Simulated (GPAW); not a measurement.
Wanted: an ASE script for a GPAW 26.7.0 run.

```yaml
Task: single point
Functional: LDA
Potentials_or_basis: the program's PAW data sets (release 1.2.1) made for this functional
Cutoff: 600 eV
Basis: pw
k_mesh: 6 × 6 × 4
Occupations: gaussian, width 0.05 eV
Spin: collinear spin, ferromagnetic start
Starting_moments: "[0.5, 0.0, 0.0] μB"
Hubbard_terms: Pt d U = 4 eV
Maxiter: 150
```

The structure of PtSe2 lies in POSCAR:

```
PtSe2
1.0
    3.2802082100     -2.0108328800      0.0000000000
    3.2802082100      2.0108328800      0.0000000000
   -0.0032294100      0.0000000000      4.6257814300
Pt Se
1 2
Direct
    0.0000000000      0.0000000000      0.0000000000
    0.6879000000      0.6879000000      0.2889000000
    0.3121000000      0.3121000000      0.7111000000
```

The cell was built by a generator and isn't the measured one.

These files were run (other wordings do the same):

run.py

```python
from ase.dft.bandgap import bandgap
from ase.io import read, write
from ase.units import GPa
from gpaw import GPAW, PW

atoms = read('POSCAR')
atoms.set_initial_magnetic_moments([0.5, 0.0, 0.0])

calc = GPAW(mode=PW(600),
            xc='LDA',
            kpts={'size': (6, 6, 4), 'gamma': True},
            occupations={'name': 'methfessel-paxton', 'order': 0, 'width': 0.05},
            setups={'Pt': ':d,4.0'},
            nbands=26,
            convergence={'density': 1e-05, 'energy': 1e-05},
            maxiter=150,
            txt='gpaw.txt')
atoms.calc = calc
energy = atoms.get_potential_energy()
forces = atoms.get_forces()
stress = atoms.get_stress()
calc.write('gs.gpw')
write('result.traj', atoms)
print(f'Energy: {energy:.6f} eV')
print('Forces (eV/A):')
print(forces.round(4))
print('Stress (GPa):', (stress / GPa).round(3))
print('Moments:', calc.get_magnetic_moments().round(3))
print('Fermi level:', round(calc.get_fermi_level(), 4), 'eV')
print(f'Gap: {bandgap(calc)[0]:.4f} eV, direct: {bandgap(calc, direct=True)[0]:.4f} eV')
```

Potentials or basis: the program's PAW data sets (release 1.2.1) made for this functional, pw.

Run with:

```sh
$ OMP_NUM_THREADS=1 python run.py
```

It gave:

| Item | Value |
| --- | --- |
| Pressure | -10.2 GPa |
| Largest force | 1.054 eV/Å |
| Band gap on the k mesh | none (metal or under the smearing width) |
| Net moment | 0.00 μB per cell |

Caveat: forces of over 1 eV/Å show positions far from the minimum, so gaps and moduli don't describe the material at rest.

Wall time 4.1 min on 1 thread of Intel(R) Xeon(R) Processor @ 2.50GHz (Skylake/Cascade Lake), on a shared host, peak memory 0.26 GiB.
